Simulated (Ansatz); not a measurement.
Crystal: EuS.

```
CELL_PARAMETERS angstrom
0.00000 2.97850 2.97850
2.97850 0.00000 2.97850
2.97850 2.97850 0.00000
ATOMIC_POSITIONS crystal
Eu 0.00000 0.00000 0.00000
S 0.50000 0.50000 0.50000
```

Program: Ansatz 0.2.0. Alike in all runs: cell as given; basis error allowed 0.001 eV/atom.

**Question.** Order these runs on this cell by their pressure, lowest first.
A. level LDA; potentials or basis all-electron LAPW, relativistic spinors; spin non-collinear, ferromagnetic start, SOC; k mesh 6 × 6 × 6; cutoff (eV) 206; smearing fermi-dirac 0.05 eV
B. level revPBE; potentials or basis all-electron LAPW, scalar-relativistic; spin collinear, ferromagnetic start; k mesh 8 × 8 × 8; cutoff (eV) 207; smearing fermi-dirac 0.05 eV
C. level PBE; potentials or basis all-electron LAPW, scalar-relativistic; spin collinear, ferromagnetic start; k mesh 8 × 8 × 8; cutoff (eV) 206; smearing gaussian 0.019 eV

**Answer.** A (-7.6 GPa), C (-2.4 GPa), B (-0.7 GPa).

Caveats: an open f shell can end in a state above the lowest; a cell with one magnetic atom can't hold antiferromagnetic order, which such compounds often take; the k mesh is thin for a metal, which can move the energy by tens of meV per atom (some runs); the magnetic state may not be the lowest (some runs).
